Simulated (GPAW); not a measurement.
**Si in GPAW: convergence with smearing width (eV)**

Crystal: Si.

```
Si
1.0
     2.53211    0.00000    0.00000
     0.00000    2.53211    0.00000
     0.00000    0.00000    2.53211
Si
1
Direct
  0.50000 0.50000 0.50000
```

The cell was built by a generator and needn't be a form met in nature.

| Property | Result |
| --- | --- |
| Program | GPAW 26.7.0 |
| Task | convergence study |
| Functional | PBE |
| Potentials or basis | GPAW PAW data sets (gpaw-data 1.2.1) |
| Cutoff | 600 eV |
| Basis | pw |
| k mesh | 10 × 10 × 10 |
| Occupations | methfessel-paxton, width 0.5 eV |
| Spin | no spin polarisation |

These are the settings of the first run; the series varies smearing width (eV), with any setting tied to it.

Hardware: 1 thread of Arm Neoverse V1, on a shared host.

```csv
smearing width (eV),"energy less the tightest run, at zero smearing (meV/atom)",pressure (GPa),SCF cycles,CPU time (s),peak memory (GiB)
0.5,0.63,0.50,8,5.4,0.12
0.3,-0.56,0.60,8,5.6,0.12
0.2,-0.47,0.61,8,5.5,0.12
0.15,-0.16,0.62,8,5.5,0.12
0.1,-0.08,0.64,8,5.7,0.12
0.05,-0.08,0.67,8,5.5,0.12
0.025,-0.03,0.65,8,5.7,0.12
0.01,0.00,0.65,8,5.6,0.12
```

Against the tightest run, the energy stays within 1 meV/atom from 0.5 on; the pressure stays within 0.1 GPa from 0.3 on. Narrower smearing needs a denser k mesh, so at a fixed mesh the narrowest width isn't the most accurate. The tightest run that finished is the yardstick and may itself not be fully converged.

Caveat, for the tightest run too: this smearing can pin the Fermi level at a band edge.
